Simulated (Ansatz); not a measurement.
# Strain response of Ta2C

Computed with Ansatz 0.2.0, DFT r2SCAN, scalar-relativistic, plane waves, PAW. Settings: 500 eV cutoff, 18×18×10 k-mesh, Gaussian smearing of 0.10 eV, no spin polarisation.

Starting point, cell and atoms relaxed:

```
CELL_PARAMETERS angstrom
3.11016 0.00000 0.00000
-1.55508 2.69348 0.00000
0.00000 0.00000 4.94230
ATOMIC_POSITIONS crystal
Ta 0.33333 0.66667 0.25356
Ta 0.66667 0.33333 0.74644
C 0.00000 0.00000 0.00000
```

Deformation: uniaxial strain along c, with the lengths of a and b and the atoms relaxed and the angles held, all within the symmetry that the strain leaves. Energies are extrapolated to zero smearing.

Spin–orbit coupling is left out, which can shift energies with elements as heavy as these.

```csv
strain (%),ΔE (meV/atom),a (Å),b (Å),c (Å)
-3.0,19.2,3.132,3.132,4.794
-2.0,8.5,3.125,3.125,4.843
-1.0,2.1,3.117,3.117,4.893
+0.0,0.0,3.110,3.110,4.942
+1.0,1.9,3.103,3.103,4.992
+2.0,7.7,3.097,3.097,5.041
+3.0,17.0,3.091,3.091,5.091
```

**Question.** What stiffness (1/V) d²E/dε² at zero strain does a cubic fit over all points give?

**Answer.** A cubic fit gives (1/V) d²E/dε² = 467 GPa at zero strain (Young's modulus along this axis, angles held).

**Question.** How does the free axis a answer a small strain?

**Answer.** Between the innermost points its strain is -0.22 times the applied one.